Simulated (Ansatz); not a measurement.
**WSe2 sheet: relaxing the atoms and single point**

Aim: for WSe2 sheet, 3 runs in a chain (relaxing the atoms and single point).

Method: DFT PBEsol, scalar-relativistic, plane waves, PAW, and further levels as typed in the inputs, in Ansatz 0.2.0.

### 1 Starting point

The structure is hexagonal, space group P-6m2 (No. 187). The conventional cell has a = 3.282 Å, b = 3.282 Å, c = 18.000 Å, α = 90.00°, β = 90.00°, γ = 120.00°. W (site symmetry -6m2) has 6 Se at 2.53 Å as nearest neighbours. Se (site symmetry 3m) is surrounded by 3 W at 2.53 Å.

As a file:

```
W Se
1.0
     3.28200    0.00000    0.00000
    -1.64100    2.84230    0.00000
     0.00000    0.00000   18.00000
W Se
1 2
Direct
  0.00000 0.00000 0.50000
  0.33333 0.66667 0.59333
  0.33333 0.66667 0.40667
```

### 2 Relaxing the atoms: WSe2 sheet, no spin

Input file input.yaml:

```yaml
crystal:
  lattice:
    - [3.282, 0.0, 0.0]
    - [-1.641, 2.8422953752, 0.0]
    - [0.0, 0.0, 18.0]
  atoms:
    - { symbol: W, position: [0.0, 0.0, 0.5] }
    - { symbol: Se, position: [0.333333, 0.666667, 0.593333] }
    - { symbol: Se, position: [0.333333, 0.666667, 0.406667] }
scf:
  occupations: { method: gaussian, width: 0.05 }
output:
  forces: true
  stress: false
hamiltonian:
  xc: pbesol
kpoints:
  mp_grid: { grid: [12, 12, 1] }
relax:
  f_tol: 0.003
```

Run with:

```sh
> ansatz run input.yaml --threads 4 --pin off --max-ram 12288MiB --backend cpu --events-out ev --progress --plain --runs-dir out
```

Standard output, shortened:

```text
Warning: the atoms were moved onto the symmetric positions of the space group found under crystal.symmetry.tolerance 1.0e-5 (fractional; no operation is sought that the atoms, as they stand in a round, miss by more than twice it, and no atom is moved by as much as it), and the run uses [...]
Warning: RAYON_NUM_THREADS=4 ignored (pool sized by the plan → 4); use --threads N
[...]
Pseudopotentials: kind: paw
Pseudopotential: W, paw, valence charge 14, recommended cutoff 420 eV (normal), W.paw.azcp
Pseudopotential: Se, paw, valence charge 16, recommended cutoff 420 eV (normal), Se.paw.azcp
Functional definition: PBEsol
[...]
Crystal: 3 atoms, lattice volume = 167.911 Å³
Basis set: ecut = 420 eV, 3325 PW (Γ), exchange–correlation on 48×48×250 points (8 copies of the dense FFT grid, shifted against one another)
Bands: 28, of which v1, the nominal top of the filled ones, is band 23 counted from 1 (22 counted from 0)
Symmetry: 12 space group operations
Space group: P-6m2 (ITA 187), of the structure as read, at distance tolerance 5.5e-5 Å
k-points: 19 of 144 (time reversal used)
[...]
SCF iter   1: F=—  HF=-21106.719835 eV  |F-HF|=—  |Δ(HF+E_count)|=         —  Δρ=3.32e-3  dr2=2.26e-2  ethr=1.77e-3  ⟨swp⟩=8.6  Hψ=2542  notcnv=0
[...]
relax step   1: F+E_penalty+E_count = -21106.72168907 eV  Δ(F+E_penalty+E_count) = +0.000e0 eV  max|allowed force component| = 2.063e-1 eV/Å  Δτ_max = 0.0000 Å  (6 SCF iters, dr2 threshold 2.25e-7 eV, accepted)
[...]
relax step   3: F+E_penalty+E_count = -21106.72412623 eV  Δ(F+E_penalty+E_count) = -2.437e-3 eV  max|allowed force component| = 2.678e-3 eV/Å  Δτ_max = 0.0119 Å  (6 SCF iters, dr2 threshold 1.00e-7 eV, accepted)
[...]
relax step   4: F+E_penalty+E_count = -21106.72412624 eV  Δ(F+E_penalty+E_count) = -6.134e-9 eV  max|allowed force component| = 2.716e-3 eV/Å  Δτ_max = 0.0000 Å  (4 SCF iters, accepted)
SCF converged after 4 iterations
Free energy (F): -21106.724126 eV
[...]
E sigma→0 (E₀):  -21106.724126 eV
Fermi energy:    2.063461 eV
[...]
--- Forces (eV/Å), atoms counted from 1 ---
  atom   1  W      0.00000000     0.00000000     0.00000000
  atom   2  Se     0.00000000    -0.00000000     0.00271620
  atom   3  Se     0.00000000    -0.00000000    -0.00271620
[...]
--- Relaxed structure (4 steps of the walk, 3 accepted, 0 SCFs on fresh bases) ---
  F+E_penalty+E_count = -21106.72412624 eV   max|allowed force component| = 2.716e-3 eV/Å
  atoms:
    - { symbol: W, position: [3.700745180069162e-17, 3.2895477418686415e-17, 0.5] }
    - { symbol: Se, position: [0.3333333333333335, 0.6666666666666669, 0.5926714373861265] }
    - { symbol: Se, position: [0.3333333333333335, 0.6666666666666669, 0.4073285626138736] }
```

It took 3.6 s on 4 threads of Intel Xeon 6975P-C (Granite Rapids), shared host; peak memory 0.52 GiB.

The steps of the relaxation:

| step | energy from step 1 (eV/cell) | largest force component (eV/Å) |
| --- | --- | --- |
| 1 | 0.0000 | 0.2063 |
| 2 | 0.0017 | 0.2761 |
| 3 | -0.0024 | 0.0027 |
| 4 | -0.0024 | 0.0027 |

Step 1 is the start. Step 2 was tried and not accepted.

### 3 Single point

It takes the final geometry of step 2.

Input file input.yaml:

```yaml
crystal:
  lattice:
    - [3.282, 0.0, 0.0]
    - [-1.641, 2.8422953752, 0.0]
    - [0.0, 0.0, 18.0]
  atoms:
    - { symbol: W, position: [0.0, 0.0, 0.5] }
    - { symbol: Se, position: [0.3333333333, 0.6666666667, 0.5926714374] }
    - { symbol: Se, position: [0.3333333333, 0.6666666667, 0.4073285626] }
scf:
  occupations: { method: gaussian, width: 0.03 }
output:
  eigenstates:
    kpoints:
      - [0.0, 0.0, 0.0]
      - [0.02, 0.02, 0.0]
      - [0.04, 0.04, 0.0]
      - [0.06, 0.06, 0.0]
      - [0.08, 0.08, 0.0]
      - [0.1, 0.1, 0.0]
      - [0.12, 0.12, 0.0]
      - [0.14, 0.14, 0.0]
      - [0.16, 0.16, 0.0]
      - [0.18, 0.18, 0.0]
      - [0.2, 0.2, 0.0]
      - [0.22, 0.22, 0.0]
      - [0.24, 0.24, 0.0]
      - [0.26, 0.26, 0.0]
      - [0.28, 0.28, 0.0]
      - [0.3, 0.3, 0.0]
      - [0.32, 0.32, 0.0]
      - [0.34, 0.34, 0.0]
      - [0.36, 0.36, 0.0]
      - [0.38, 0.38, 0.0]
      - [0.4, 0.4, 0.0]
      - [0.42, 0.42, 0.0]
      - [0.44, 0.44, 0.0]
      - [0.46, 0.46, 0.0]
      - [0.48, 0.48, 0.0]
      - [0.5, 0.5, 0.0]
      - [0.323333, 0.323333, 0.0]
      - [0.325333, 0.325333, 0.0]
      - [0.327333, 0.327333, 0.0]
      - [0.329333, 0.329333, 0.0]
      - [0.331333, 0.331333, 0.0]
      - [0.333333, 0.333333, 0.0]
      - [0.335333, 0.335333, 0.0]
      - [0.337333, 0.337333, 0.0]
      - [0.339333, 0.339333, 0.0]
      - [0.341333, 0.341333, 0.0]
      - [0.343333, 0.343333, 0.0]
      - [0.336833, 0.329833, 0.0]
      - [0.340333, 0.326333, 0.0]
      - [0.343833, 0.322833, 0.0]
      - [0.347333, 0.319333, 0.0]
      - [0.350833, 0.315833, 0.0]
      - [0.01, 0.01, 0.0]
      - [0.03, 0.03, 0.0]
      - [0.05, 0.05, 0.0]
      - [0.01, 0.0, 0.0]
      - [0.02, 0.0, 0.0]
      - [0.03, 0.0, 0.0]
      - [0.04, 0.0, 0.0]
      - [0.05, 0.0, 0.0]
      - [0.06, 0.0, 0.0]
      - [0.07, 0.0, 0.0]
hamiltonian:
  xc: pbesol
kpoints:
  mp_grid: { grid: [12, 12, 1] }
```

Run with:

```sh
> ansatz run input.yaml --threads 4 --pin off --max-ram 12288MiB --backend cpu --events-out ev --progress --plain --runs-dir out
```

Standard output, shortened:

```text
Warning: RAYON_NUM_THREADS=4 ignored (pool sized by the plan → 4); use --threads N
[...]
[... 4 set-up lines as earlier in the session ...]
[...]
Crystal: 3 atoms, lattice volume = 167.911 Å³
Basis set: ecut = 420 eV, 3325 PW (Γ)
Bands: 28, of which v1, the nominal top of the filled ones, is band 23 counted from 1 (22 counted from 0)
[... 2 set-up lines as earlier in the session ...]
k-points: 19 of 144 (time reversal used)
[...]
SCF iter   1: F=—  HF=-21106.722652 eV  |F-HF|=—  |Δ(HF+E_count)|=         —  Δρ=3.36e-3  dr2=2.52e-2  ethr=1.77e-3  ⟨swp⟩=8.9  Hψ=2618  notcnv=0
[...]
SCF iter   7: F=-21106.724160 eV  HF=-21106.724160 eV  |F-HF|=9.75e-9  |Δ(HF+E_count)|=   1.25e-7  Δρ=2.08e-6  dr2=4.49e-9  ethr=2.17e-10  ⟨swp⟩=9.3  Hψ=1721  notcnv=0
[...]
NSCF: frozen V_eff on 52 k-points
SCF converged after 7 iterations
Free energy (F): -21106.724160 eV
[...]
E sigma→0 (E₀):  -21106.724160 eV
Fermi energy:    2.063514 eV
[...]
--- Band table (eV; the first three rows and the last of 19) ---
[...]
```

Run time: 3.4 s. Hardware: 4 threads of Intel Xeon 6975P-C (Granite Rapids), shared host; peak memory 0.53 GiB.

### 4 Single point: PBEsol with spin-orbit coupling

It takes the final geometry of step 2.

input.yaml, as its differences from that of step 3:

```diff
@@ -70 +70,4 @@
   mp_grid: { grid: [12, 12, 1] }
+magnetization:
+  noncollinear: true
+  spin_orbit: true
```

Run with:

```sh
> ansatz run input.yaml --threads 4 --pin off --max-ram 12288MiB --backend cpu --events-out ev --progress --plain --runs-dir out
```

Standard output, shortened:

```text
Warning: RAYON_NUM_THREADS=4 ignored (pool sized by the plan → 4); use --threads N
[...]
Pseudopotentials: kind: paw_fr
Pseudopotential: W, paw_fr, valence charge 14, recommended cutoff 420 eV (normal), W.paw.azcp#standard-fr
Pseudopotential: Se, paw_fr, valence charge 16, recommended cutoff 420 eV (normal), Se.paw.azcp#standard-fr
[... 1 set-up line as earlier in the session ...]
[...]
non-collinear run that drives no moment, with spin-orbit: no starting moment large enough to seed its density (crystal.atoms[].spin), no starting occupations that ask for one, no magnetisation constraint and no magnetic field, so the semilocal B_xc is pinned to zero
Crystal: 3 atoms, lattice volume = 167.911 Å³
Basis set: ecut = 420 eV, 3325 PW (Γ)
Bands: 56, of which v1, the nominal top of the filled ones, is band 46 counted from 1 (45 counted from 0)
Symmetry: 12 space group operations + 12 with time reversal
[...]
SCF iter   1: F=—  HF=-21131.479474 eV  |F-HF|=—  |Δ(HF+E_count)|=         —  Δρ=2.01e-2  dr2=1.19e0  dr2_m=0.00e0 (ungated)  ethr=2.58e-3  |M|=0.00e0 ∫|m|=0.00e0 μB  |m|>n=0.0e0 m-floor=0.0e0 τ_xc=0.0e0  β_m=0.30  ⟨swp⟩=1.0  Hψ=7006  notcnv=0
[...]
SCF iter   9: F=-21131.150349 eV  HF=-21131.150349 eV  |F-HF|=7.52e-9  |Δ(HF+E_count)|=   7.54e-8  Δρ=1.56e-6  dr2=9.28e-9  dr2_m=0.00e0 (ungated)  ethr=2.17e-10  |M|=0.00e0 ∫|m|=0.00e0 μB  |m|>n=0.0e0 m-floor=0.0e0 τ_xc=0.0e0  ⟨swp⟩=12.0  Hψ=3725  notcnv=0
[...]
NSCF: frozen V_eff on 52 k-points
SCF converged after 9 iterations
Magnetization: |M| = 0.0000 μB,  M = (+0.0000, +0.0000, +0.0000) μB
Absolute magnetization: 0.0000 μB (∫|m|)
  site 0: m = (+0.0000, +0.0000, +0.0000) μB, |m| = 0.0000 μB  (R = 1.04 Å)
  site 1: m = (+0.0000, +0.0000, +0.0000) μB, |m| = 0.0000 μB  (R = 1.04 Å)
  site 2: m = (+0.0000, +0.0000, +0.0000) μB, |m| = 0.0000 μB  (R = 1.04 Å)
Free energy (F): -21131.150349 eV
[...]
E sigma→0 (E₀):  -21131.150349 eV
Fermi energy:    2.167204 eV
[...]
--- Band table (eV; the first three rows and the last of 19) ---
[...]
```

Run time: 20 s. Hardware: 4 threads of Intel Xeon 6975P-C (Granite Rapids), shared host; peak memory 1.2 GiB.

### 5 The runs side by side

```
step                            level  energy above the lowest (eV)  gap on the mesh (eV)   time
   2                           PBEsol                         0.000                   n/a  3.6 s
   3                           PBEsol                         0.000                  1.64  3.4 s
   4  PBEsol with spin-orbit coupling                           n/a                  1.36   20 s
```

Energies compare only among runs of one formula, size, charge, level and basis; each such set counts from its lowest member.

**Reading.** The rows set the runs side by side; convergence of the settings was not tested in this session.

The gaps are Kohn-Sham values of a semilocal functional, not quasiparticle or optical gaps. Such gaps usually fall short of the measured ones.
